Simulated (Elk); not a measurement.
An Elk run on Pr with settings drawn from a wide range, so not all are converged; totals and levels move with the basis, and no second program has checked them. Method: Elk 11.2.3 with local patches, DFT, AM05, all-electron APW+lo, Dirac cores, scalar-relativistic bands. Elk's input is in atomic units.

Command: `OMP_NUM_THREADS=1 elk` The run took 0.02 s on 1 thread of Arm Neoverse V1, on a shared host, peak memory 0.04 GiB.

```
tasks
  0
  110
  115
  15
  10
  21

xctype
  30

rgkmax
  5.5

gmaxvr
  12

lmaxapw
  8

lmaxo
  6

lmaxi
  3

nrmtscf
  2.5

nempty
  4

epspot
  1e-06

epsengy
  0.0001

maxscl
  100

swidth
  0.002

stype
  3

lradstp
  4

mixtype
  1

hmaxvr
  4

reducebf
  0.5

spinpol
  .true.

tforce
  .false.

sppath
  './'

avec
  -4.09090532262 4.09090532262 3.51575787416
  4.09090532262 -4.09090532262 3.51575787416
  4.09090532262 4.09090532262 -3.51575787416

atoms
  1
  'Pr.in'
  1
  0.000000000000 0.000000000000 0.000000000000   0.000 0.000 -2.000

ngridk
  8 8 8

wplot
  120 100 1
  -0.55 0.3

plot1d
  9 30
  0.0000000000 0.0000000000 0.0000000000
  -0.0000000000 0.0000000000 0.5000000000
  -0.5000000000 0.5000000000 0.5000000000
  0.0000000000 0.0000000000 0.0000000000
  0.4346456445 0.4346456445 -0.4346456445
  -0.4346456445 0.5653543555 0.4346456445
  -0.5000000000 0.5000000000 0.5000000000
  -0.0000000000 0.0000000000 0.5000000000
  0.2500000000 0.2500000000 0.2500000000
```

Muffin-tin radii in the species files: Pr 2.24 bohr.

The cell is the one relaxed in the Materials Project (mp-568938), not relaxed further here; entries there can be hypothetical. The listed cell was then made from it by scaling, straining or moving an atom.

Q: What does the run give?

A: It refused before any iteration.
```
Error(init0): requested spin-polarised run with spin-unpolarised
 exchange-correlation functional
```
